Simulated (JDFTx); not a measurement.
# TiB2 under changes of volume

One of the cells (8.552 Å³/atom); the others are scaled copies at fixed shape and fractional positions:

```
Ti B
1.0
     3.02920    0.00000    0.00000
    -1.51460    2.62336    0.00000
     0.00000    0.00000    3.22840
Ti B
1 2
Cartesian
  0.0000 0.0000 0.0000
  1.5146 0.8745 1.6142
  0.0000 1.7489 1.6142
```

| Item | Value |
| --- | --- |
| Program | JDFTx 1.7.0 (patched build) |
| Functional | PBEsol |
| Potentials or basis | PseudoDojo-SR-PBEsol-0.4.1-standard with smoothed tails |
| Cutoff | 1143 eV |
| Density cutoff | 9143 eV |
| k mesh | 10 × 10 × 8 |
| Occupations | fermi-dirac, width 0.05 eV |
| Spin | no spin polarisation |

```csv
volume (Å³/atom),energy over the lowest point (meV/atom),pressure (GPa)
8.039,13.69,12.7
8.210,3.61,6.3
8.381,0.00,0.5
8.552,2.25,-4.7
8.723,9.80,-9.4
8.894,?,?
9.065,38.90,-17.6
```

Problem. What does the run at 8.894 Å³/atom give?

Solution. Energy over the lowest point 22.17 meV/atom; pressure -13.7 GPa.

Worked out: A Birch-Murnaghan fit of order 3 (a polynomial in V^(-2/3)) to the other rows has its minimum at 8.40 Å³/atom with B0 = V·E''(V) = 267 GPa and B' = 3.8 at fixed shape and positions, which overstates the stiffness. It gives 22.17 meV/atom at 8.894 Å³/atom, against the run's 22.17, and -dE/dV = -13.7 GPa, against -13.7.

Energies are extrapolated to zero smearing.
